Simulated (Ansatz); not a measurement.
The cell of BaHfO₃ is invented: random cell by space group and Wyckoff sites (P3m1, No. 156). The dimensions are guesses.

```
Ba Hf O
1.0
     4.32728    0.00000    0.00000
    -2.16364    3.74753    0.00000
     0.00000    0.00000    5.81326
Ba Hf O
1 1 3
Cartesian
  2.1636 1.2492 5.6638
  0.0000 2.4984 3.7650
  0.0000 0.0000 2.3302
  0.0000 0.0000 0.4621
  0.0000 2.4984 0.1852
```

Theory: DFT PBE, scalar-relativistic, plane waves, PAW in Ansatz 0.2.0. Cutoff 420 eV, Gaussian smearing, Γ-centred meshes. Cell and atoms relax first on a coarse mesh and then on a converged one. In between, the cell is made exact in the group found at 0.06 Å. The steps can't lower the symmetry of their start. No spin polarisation.

A guess keeps its type if space group and coordination stay and the shape of the cell changes little (axis ratios within about 15 %, angles within 6°); the volume may change.

Question: Will the relaxed cell still be of the starting type?

Answer: It doesn't keep its type. The symmetry stays P3m1 (No. 156). The volume per atom shrinks by 6.0 %, from 18.9 to 17.7 Å³. The shortest distance goes from 1.87 Å (O–O) to 1.84 Å (Hf–O). The ratio c/a of the conventional cell changes by a factor of 1.52. Counting neighbours within 15 % of an atom's shortest distance, the start has Ba 6, Hf 1, O 1/7 and the end Ba 6, Hf 1, O 1/3/4. In detail, at the end around Ba lie 3 O at 2.49 Å and 3 O at 2.85 Å; around Hf lie 1 O at 1.84 Å and 3 O at 2.13 Å; O on its first site is surrounded by 3 Hf at 2.13 Å, 1 O at 2.54 Å and 3 O at 2.78 Å; 2 more sites not described.

```
Ba Hf O
1.0
     3.68477    0.00000    0.00000
    -1.84239    3.19111    0.00000
     0.00000    0.00000    7.53475
Ba Hf O
1 1 3
Direct
  0.66667 0.33333 0.04004
  0.33333 0.66667 0.54316
  0.00000 0.00000 0.55044
  0.00000 0.00000 0.21294
  0.33333 0.66667 0.78756
```

The last run used a 12×12×6 mesh (in the run's order of axes) for its 5-atom cell and Gaussian smearing of 0.02 eV. These runs have no spin–orbit coupling, which can matter for Hf. Symmetry constrained the relaxation, so the result can be a saddle point. Another cell of BaHfO3 relaxed alike, in Pm-3m, lies 0.85 eV/atom lower, so this cell isn't the stable form at this level.

In counts of neighbours, a slash parts the counts of unlike sites.
